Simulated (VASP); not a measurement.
# Ru (P6_3/mmc) in VASP: further runs

Runs on Ru. Level: PBEsol. Tasks: single point.

All numbers are computed with VASP 6.6.1; they aren't measurements. Logs are shortened: lines on timing, memory, paths and dates and some standing lists are left out, and cuts for length are marked.

### Step 1. The undisturbed crystal

The structure is hexagonal, space group P6_3/mmc (No. 194). The conventional cell has a = 2.706 Å, b = 2.706 Å, c = 4.282 Å, α = 90.00°, β = 90.00°, γ = 120.00°. Ru (site symmetry -6m2) has 12 Ru at 2.65 to 2.71 Å as nearest neighbours.

### Step 2. Single point, PBEsol (grid = ENCUT=650 dk=0.27 cell=3x3x2 ISMEAR=1 SIGMA=0.1 LREAL=Auto EDIFF=1e-06)

Input file INCAR:

```
SYSTEM = Ru
PREC = Accurate
ENCUT = 650
EDIFF = 1E-6
ISMEAR = 1
SIGMA = 0.1
LREAL = Auto
LASPH = .TRUE.
NELM = 120
ALGO = Fast
ISIF = 2
LWAVE = .FALSE.
LCHARG = .FALSE.
GGA = PS
NBANDS = 288
NCORE = 1
KPAR = 2
```

Input file KPOINTS:

```
Automatic mesh
0
G
  4 4 3
  0 0 0
```

Input file POSCAR:

```
Ru
1.0
    8.1174000000      0.0000000000      0.0000000000
   -4.0587000000      7.0298746128      0.0000000000
    0.0000000000      0.0000000000      8.5638000000
Ru
36
Direct
    0.2222222222      0.1111111111      0.3750000000
    0.2222222222      0.1111111111      0.8750000000
    0.2222222222      0.4444444444      0.3750000000
    0.2222222222      0.4444444444      0.8750000000
    0.2222222222      0.7777777778      0.3750000000
    0.2222222222      0.7777777778      0.8750000000
    0.5555555556      0.1111111111      0.3750000000
    0.5555555556      0.1111111111      0.8750000000
    0.5555555556      0.4444444444      0.3750000000
    0.5555555556      0.4444444444      0.8750000000
    0.5555555556      0.7777777778      0.3750000000
    0.5555555556      0.7777777778      0.8750000000
    0.8888888889      0.1111111111      0.3750000000
    0.8888888889      0.1111111111      0.8750000000
    0.8888888889      0.4444444444      0.3750000000
    0.8888888889      0.4444444444      0.8750000000
    0.8888888889      0.7777777778      0.3750000000
    0.8888888889      0.7777777778      0.8750000000
    0.1111111111      0.2222222222      0.1250000000
    0.1111111111      0.2222222222      0.6250000000
    0.1111111111      0.5555555556      0.1250000000
    0.1111111111      0.5555555556      0.6250000000
    0.1111111111      0.8888888889      0.1250000000
    0.1111111111      0.8888888889      0.6250000000
    0.4444444444      0.2222222222      0.1250000000
    0.4444444444      0.2222222222      0.6250000000
    0.4444444444      0.5555555556      0.1250000000
    0.4444444444      0.5555555556      0.6250000000
    0.4444444444      0.8888888889      0.1250000000
    0.4444444444      0.8888888889      0.6250000000
    0.7777777778      0.2222222222      0.1250000000
    0.7777777778      0.2222222222      0.6250000000
    0.7777777778      0.5555555556      0.1250000000
    0.7777777778      0.5555555556      0.6250000000
    0.7777777778      0.8888888889      0.1250000000
    0.7777777778      0.8888888889      0.6250000000
```

Potentials or basis: VASP PAW PBE potentials, release 64 (Ru_pv).

Command:

```sh
cat potpaw_PBE.64/Ru_pv/POTCAR > POTCAR
mpirun -np 4 vasp_std > vasp.out
```

OUTCAR:

```text
SYSTEM = Ru
   PREC = Accurate
   ENCUT = 650
   EDIFF = 1E-6
   ISMEAR = 1
   LREAL = Auto
   LASPH = .TRUE.
   NELM = 120
   ISIF = 2
   GGA = PS

 Found      8 irreducible k-points:

 Following reciprocal coordinates:
            Coordinates               Weight
  0.000000  0.000000  0.000000      1.000000
  0.250000  0.000000  0.000000      6.000000
  0.500000  0.000000  0.000000      3.000000
  0.250000  0.250000  0.000000      6.000000
  0.000000  0.000000  0.333333      2.000000
  0.250000  0.000000  0.333333     12.000000
   k-points           NKPTS =      8   k-points in BZ     NKDIM =      8   number of bands    NBANDS=    288
   number of dos      NEDOS =    301   number of ions     NIONS =     36
   total plane-waves  NPLWV = 352800
   dimension x,y,z NGX =    70 NGY =   70 NGZ =   72
   dimension x,y,z NGXF=   140 NGYF=  140 NGZF=  144
   ions per type =              36
   NGX,Y,Z   is equivalent  to a cutoff of  14.34, 14.34, 13.98 a.u.
   NGXF,Y,Z  is equivalent  to a cutoff of  28.67, 28.67, 27.95 a.u.
 SYSTEM =  Ru
   PREC   = accura    normal or accurate (medium, high low for compatibility)
   ISTART =      0    job   : 0-new  1-cont  2-samecut
   ICHARG =      2    charge: 1-file 2-atom 10-const
   ISPIN  =      1    spin polarized calculation?
   LNONCOLLINEAR =      F non collinear calculations
   LSORBIT =      F    spin-orbit coupling
   LASPH  =      T    aspherical Exc in radial PAW
   ENCUT  =  650.0 eV  47.77 Ry    6.91 a.u.  16.87 16.87 17.80*2*pi/ulx,y,z
   NELM   =    120;   NELMIN=  2; NELMDL= -5     # of ELM steps
   EDIFF  = 0.1E-05   stopping-criterion for ELM
   LREAL  =      T    real-space projection
   EDIFFG = 0.1E-04   stopping-criterion for IOM
   NSW    =      0    number of steps for IOM
   IBRION =     -1    ionic relax: 0-MD 1-quasi-New 2-CG
   NFREE  =      0    steps in history (QN), initial steepest desc. (CG)
   ISIF   =      2    stress and relaxation
   ISYM   =      2    0-nonsym 1-usesym 2-fastsym
   POTIM  = 0.5000    time-step for ionic-motion
   TEBEG  =    0.0;   TEEND  =   0.0 temperature during run
   PSTRESS=    0.0 pullay stress
   NELECT =     504.0000    total number of electrons
   NUPDOWN=      -1.0000    fix difference up-down
   EMIN   =  10.00;   EMAX   =-10.00  energy-range for DOS
   EFERMI =   0.00;   METHOD = LEGACY
   ISMEAR =     1;   SIGMA  =   0.10  broadening in eV -4-tet -1-fermi 0-gaus
   EFERMI_NEDOS =   21; number of points for ismear=-14 and -15
   IALGO  =     68    algorithm
   IMIX   =      4    mixing-type and parameters
     AMIX     =   0.40;   BMIX     =  1.00
     AMIX_MAG =   1.60;   BMIX_MAG =  1.00
  volume/ion in A,a.u.               =      13.57        91.61
  Fermi-wavevector in a.u.,A,eV,Ry     =   1.654022  3.125649 37.222674  2.735789
  Thomas-Fermi vector in A             =   2.742361
   LORBIT       =      0    0 simple, 1 ext, 2 COOP (PROOUT), +10 PAW based schemes
   GGA     = PS    functional components
   LHFCALC =     F    Hartree Fock is set to
   AEXX    =    0.0000 exact exchange contribution
   IVDW    =     0    specifies the selected vdW correction
   LEPSILON=     F    determine dielectric tensor
   LRPA    =     F    only Hartree local field effects (RPA)
 non-spin polarized calculation
 RMM-DIIS sequential band-by-band and
 Methfessel and Paxton  Order N= 1 SIGMA  =   0.10
  energy-cutoff  :      650.00
  volume of cell :      488.69
 maximum number of plane-waves:     18428
 NGX is ok and might be reduce to    70
   NGX = 33   NGY = 33   NGZ = 35

 number of electron     504.0000006 magnetization

 Free energy of the ion-electron system (eV)
  ---------------------------------------------------
  ext. energy  EPLUGINS =         0.00000000
  ---------------------------------------------------
  free energy    TOTEN  =      -366.10593041 eV

  energy without entropy =     -366.11116309  energy(sigma->0) =     -366.10767464

 E-fermi :  12.6613     XC(G=0): -14.2811

 val. band max:       12.6301759591   @ k =   0.2500   0.2500   0.3333
 cond. band min:      12.6730196627   @ k =   0.2500   0.0000   0.0000
 fundamental gap:      0.0428437036
 Fermi energy:        12.6612680595

 k-point     1 :       0.0000    0.0000    0.0000
  band No.  band energies     occupation
      1     -30.8932      2.00000
      2     -30.6550      2.00000
      3     -30.6550      2.00000
      4     -30.6550      2.00000
      5     -30.6550      2.00000
      6     -30.6405      2.00000
[... 256 lines left out ...]
    263      13.3663     -0.00000
    264      13.3663     -0.00000

 k-point     2 :       0.2500    0.0000    0.0000
  band No.  band energies     occupation
      1     -30.8695      2.00000
      2     -30.7530      2.00000
      3     -30.7530      2.00000
      4     -30.6984      2.00000
      5     -30.6960      2.00000
      6     -30.6960      2.00000
[... 256 lines left out ...]
    263      13.4115     -0.00000
    264      13.4300     -0.00000

 k-point     3 :       0.5000    0.0000    0.0000
  band No.  band energies     occupation
      1     -30.8014      2.00000
      2     -30.8014      2.00000
      3     -30.7953      2.00000
      4     -30.7953      2.00000
      5     -30.7127      2.00000
      6     -30.7114      2.00000
[... 256 lines left out ...]
    263      13.4344     -0.00000
    264      13.7834     -0.00000

 k-point     4 :       0.2500    0.2500    0.0000
  band No.  band energies     occupation
      1     -30.8236      2.00000
      2     -30.7703      2.00000
      3     -30.7703      2.00000
      4     -30.7703      2.00000
      5     -30.7703      2.00000
      6     -30.7383      2.00000
[... 256 lines left out ...]
    263      13.6218     -0.00000
    264      13.7427     -0.00000

 k-point     5 :       0.0000    0.0000    0.3333
  band No.  band energies     occupation
      1     -30.8200      2.00000
      2     -30.6893      2.00000
      3     -30.6893      2.00000
      4     -30.6893      2.00000
      5     -30.6893      2.00000
      6     -30.6893      2.00000
[... 256 lines left out ...]
    263      13.2411     -0.00000
    264      13.2414     -0.00000

 k-point     6 :       0.2500    0.0000    0.3333
  band No.  band energies     occupation
      1     -30.8006      2.00000
      2     -30.7787      2.00000
      3     -30.7278      2.00000
      4     -30.7255      2.00000
      5     -30.7255      2.00000
      6     -30.6795      2.00000
[... 256 lines left out ...]
    263      13.3769     -0.00000
    264      13.3771     -0.00000

 [... further k-points ...]

 [bands above 264 left out]

------------------------ aborting loop because EDIFF is reached ----------------------------------------

  FORCE on cell =-STRESS in cart. coord.  units (eV):
  Direction    XX          YY          ZZ          XY          YZ          ZX
  --------------------------------------------------------------------------------------
  -------------------------------------------------------------------------------------
  Total      -19.7868222    -19.7868222    -20.4544846     -0.0000000      0.0000000      0.0000000
  in kB      -64.8717468    -64.8717468    -67.0606998     -0.0000000      0.0000000      0.0000000
  external PRESSURE =     -65.6013978 kB  Pullay stress =       0.0000000 kB

 VOLUME and BASIS-vectors are now :
 -----------------------------------------------------------------------------
  energy-cutoff  :      650.00
  volume of cell :      488.69
      direct lattice vectors                 reciprocal lattice vectors
     8.117400000  0.000000000  0.000000000     0.123192155  0.071125024  0.000000000
    -4.058700000  7.029874613  0.000000000     0.000000000  0.142250048  0.000000000
     0.000000000  0.000000000  8.563800000     0.000000000  0.000000000  0.116770592

 POSITION                                       TOTAL-FORCE (eV/Angst)
 -----------------------------------------------------------------------------------
      1.35290      0.78110      3.21143         0.000000     -0.000000     -0.000000
      1.35290      0.78110      7.49333         0.000000     -0.000000     -0.000000
      0.00000      3.12439      3.21143         0.000000     -0.000000     -0.000000
      0.00000      3.12439      7.49333         0.000000     -0.000000     -0.000000
     -1.35290      5.46768      3.21143         0.000000     -0.000000     -0.000000
     -1.35290      5.46768      7.49333         0.000000     -0.000000     -0.000000
[... 28 lines left out ...]
      2.70580      6.24878      1.07048        -0.000000      0.000000     -0.000000
      2.70580      6.24878      5.35238        -0.000000      0.000000     -0.000000
 -----------------------------------------------------------------------------------
    total drift:                                0.000000      0.000000      0.000000

  FREE ENERGIE OF THE ION-ELECTRON SYSTEM (eV)
  ---------------------------------------------------
  free  energy   TOTEN  =      -366.1059304093 eV

  energy  without entropy=     -366.1111630873  energy(sigma->0) =     -366.10767464
```

It took 23 min on 4 MPI ranks of Intel Xeon Platinum 8488C (Sapphire Rapids), shared host; peak memory 0.83 GiB.

These settings aren't checked as converged: the numbers below hold their error.

Results:

```
Free energy            : -366.1059 eV
Pressure               : -6.6 GPa
Band gap on the k mesh : none (metal or under the smearing width)
```

Caveat: the PAW data sets were made with another functional, which shifts forces and pressure a little.

### Step 3. Single point, PBEsol (grid = ENCUT=400 dk=0.9 cell=3x3x2 ISMEAR=1 SIGMA=0.1 LREAL=Auto EDIFF=1e-06)

Edit INCAR of step 2 so:

```diff
@@ -2,3 +2,3 @@
 PREC = Accurate
-ENCUT = 650
+ENCUT = 400
 EDIFF = 1E-6
@@ -15,3 +15,3 @@
 NBANDS = 288
-NCORE = 1
-KPAR = 2
+NCORE = 2
+KPAR = 1
```

Input file KPOINTS:

```
Automatic mesh
0
G
  1 1 1
  0 0 0
```

POSCAR is that of step 2.

Potentials or basis: VASP PAW PBE potentials, release 64 (Ru_pv).

Command:

```sh
cat potpaw_PBE.64/Ru_pv/POTCAR > POTCAR
mpirun -np 4 vasp_std > vasp.out
```

OUTCAR:

```text
SYSTEM = Ru
   PREC = Accurate
   ENCUT = 400
   EDIFF = 1E-6
   ISMEAR = 1
   LREAL = Auto
   LASPH = .TRUE.
   NELM = 120
   ISIF = 2
   GGA = PS

 Found      1 irreducible k-points:

 Following reciprocal coordinates:
            Coordinates               Weight
  0.000000  0.000000  0.000000      1.000000
   k-points           NKPTS =      1   k-points in BZ     NKDIM =      1   number of bands    NBANDS=    288
   number of dos      NEDOS =    301   number of ions     NIONS =     36
   total plane-waves  NPLWV = 163296
   dimension x,y,z NGX =    54 NGY =   54 NGZ =   56
   dimension x,y,z NGXF=   108 NGYF=  108 NGZF=  112
   ions per type =              36
   NGX,Y,Z   is equivalent  to a cutoff of  11.06, 11.06, 10.87 a.u.
   NGXF,Y,Z  is equivalent  to a cutoff of  22.12, 22.12, 21.74 a.u.
 SYSTEM =  Ru
   PREC   = accura    normal or accurate (medium, high low for compatibility)
   ISTART =      0    job   : 0-new  1-cont  2-samecut
   ICHARG =      2    charge: 1-file 2-atom 10-const
   ISPIN  =      1    spin polarized calculation?
   LNONCOLLINEAR =      F non collinear calculations
   LSORBIT =      F    spin-orbit coupling
   LASPH  =      T    aspherical Exc in radial PAW
   ENCUT  =  400.0 eV  29.40 Ry    5.42 a.u.  13.24 13.24 13.97*2*pi/ulx,y,z
   NELM   =    120;   NELMIN=  2; NELMDL= -5     # of ELM steps
   EDIFF  = 0.1E-05   stopping-criterion for ELM
   LREAL  =      T    real-space projection
   EDIFFG = 0.1E-04   stopping-criterion for IOM
   NSW    =      0    number of steps for IOM
   IBRION =     -1    ionic relax: 0-MD 1-quasi-New 2-CG
   NFREE  =      0    steps in history (QN), initial steepest desc. (CG)
   ISIF   =      2    stress and relaxation
   ISYM   =      2    0-nonsym 1-usesym 2-fastsym
   POTIM  = 0.5000    time-step for ionic-motion
   TEBEG  =    0.0;   TEEND  =   0.0 temperature during run
   PSTRESS=    0.0 pullay stress
   NELECT =     504.0000    total number of electrons
   NUPDOWN=      -1.0000    fix difference up-down
   EMIN   =  10.00;   EMAX   =-10.00  energy-range for DOS
   EFERMI =   0.00;   METHOD = LEGACY
   ISMEAR =     1;   SIGMA  =   0.10  broadening in eV -4-tet -1-fermi 0-gaus
   EFERMI_NEDOS =   21; number of points for ismear=-14 and -15
   IALGO  =     68    algorithm
   IMIX   =      4    mixing-type and parameters
     AMIX     =   0.40;   BMIX     =  1.00
     AMIX_MAG =   1.60;   BMIX_MAG =  1.00
  volume/ion in A,a.u.               =      13.57        91.61
  Fermi-wavevector in a.u.,A,eV,Ry     =   1.654022  3.125649 37.222674  2.735789
  Thomas-Fermi vector in A             =   2.742361
   LORBIT       =      0    0 simple, 1 ext, 2 COOP (PROOUT), +10 PAW based schemes
   GGA     = PS    functional components
   LHFCALC =     F    Hartree Fock is set to
   AEXX    =    0.0000 exact exchange contribution
   IVDW    =     0    specifies the selected vdW correction
   LEPSILON=     F    determine dielectric tensor
   LRPA    =     F    only Hartree local field effects (RPA)
 non-spin polarized calculation
 RMM-DIIS sequential band-by-band and
 Methfessel and Paxton  Order N= 1 SIGMA  =   0.10
  energy-cutoff  :      400.00
  volume of cell :      488.69
 maximum number of plane-waves:      8853
 NGX is ok and might be reduce to    54
   NGX = 27   NGY = 27   NGZ = 27

 number of electron     504.0000127 magnetization

 Free energy of the ion-electron system (eV)
  ---------------------------------------------------
  ext. energy  EPLUGINS =         0.00000000
  ---------------------------------------------------
  free energy    TOTEN  =      -349.42338590 eV

  energy without entropy =     -349.45927238  energy(sigma->0) =     -349.43534806

 E-fermi :  13.2447     XC(G=0): -14.2832

 val. band max:       12.9153904461   @ k =   0.0000   0.0000   0.0000
 cond. band min:      13.2641182300   @ k =   0.0000   0.0000   0.0000
 fundamental gap:      0.3487277839
 Fermi energy:        13.2447302133

 k-point     1 :       0.0000    0.0000    0.0000
  band No.  band energies     occupation
      1     -30.9165      2.00000
      2     -30.6476      2.00000
      3     -30.6476      2.00000
      4     -30.6476      2.00000
      5     -30.6476      2.00000
      6     -30.6322      2.00000
[... 256 lines left out ...]
    263      13.3593     -0.06878
    264      13.3593     -0.06878
 [bands above 264 left out]

------------------------ aborting loop because EDIFF is reached ----------------------------------------

  FORCE on cell =-STRESS in cart. coord.  units (eV):
  Direction    XX          YY          ZZ          XY          YZ          ZX
  --------------------------------------------------------------------------------------
  -------------------------------------------------------------------------------------
  Total       60.2063754     60.2063755   -106.8282376      0.0000000      0.0000000      0.0000000
  in kB      197.3885800    197.3885800   -350.2398868      0.0000000      0.0000000      0.0000000
  external PRESSURE =      14.8457577 kB  Pullay stress =       0.0000000 kB

 VOLUME and BASIS-vectors are now :
 -----------------------------------------------------------------------------
  energy-cutoff  :      400.00
  volume of cell :      488.69
      direct lattice vectors                 reciprocal lattice vectors
     8.117400000  0.000000000  0.000000000     0.123192155  0.071125024  0.000000000
    -4.058700000  7.029874613  0.000000000     0.000000000  0.142250048  0.000000000
     0.000000000  0.000000000  8.563800000     0.000000000  0.000000000  0.116770592

 POSITION                                       TOTAL-FORCE (eV/Angst)
 -----------------------------------------------------------------------------------
      1.35290      0.78110      3.21143         0.000000     -0.000000      0.000000
      1.35290      0.78110      7.49333         0.000000      0.000000     -0.000000
      0.00000      3.12439      3.21143         0.000000      0.000000      0.000000
      0.00000      3.12439      7.49333        -0.000000      0.000000      0.000000
     -1.35290      5.46768      3.21143        -0.000000     -0.000000      0.000000
     -1.35290      5.46768      7.49333         0.000000     -0.000000     -0.000000
[... 28 lines left out ...]
      2.70580      6.24878      1.07048        -0.000000     -0.000000     -0.000000
      2.70580      6.24878      5.35238        -0.000000      0.000000     -0.000000
 -----------------------------------------------------------------------------------
    total drift:                                0.000000      0.000000      0.000000

  FREE ENERGIE OF THE ION-ELECTRON SYSTEM (eV)
  ---------------------------------------------------
  free  energy   TOTEN  =      -349.4233858972 eV

  energy  without entropy=     -349.4592723753  energy(sigma->0) =     -349.43534806
```

stdout:

```text
POSCAR found type information on POSCAR Ru
 POSCAR found :  1 types and      36 ions
 scaLAPACK will be used
 -----------------------------------------------------------------------------
|                                                                             |
|                                                                             |
|     You enforced a specific xc type in the INCAR file but a different       |
|     I HOPE YOU KNOW WHAT YOU ARE DOING!                                     |
|                                                                             |
 -----------------------------------------------------------------------------

 LDA part: xc-table for (Slater+PW92), standard interpolation
 POSCAR, INCAR and KPOINTS ok, starting setup
 FFT: planning ... GRIDC
 FFT: planning ... GRID_SOFT
 FFT: planning ... GRID
 WAVECAR not read
 entering main loop
```

Run time: 2.1 min. Hardware: 4 MPI ranks of Intel Xeon Platinum 8488C (Sapphire Rapids), shared host; peak memory 0.24 GiB.

These settings aren't checked as converged: the numbers below hold their error.

What came out:

* Free energy: -349.4234 eV
* Pressure: 1.5 GPa

Caveat: the k mesh is coarse (spacing up to 0.89 Å⁻¹), so the values aren't converged; the mesh shows a gap though the element is a metal; the PAW data sets were made with another functional, which shifts forces and pressure a little.

(Continued in part 2 of 2.)
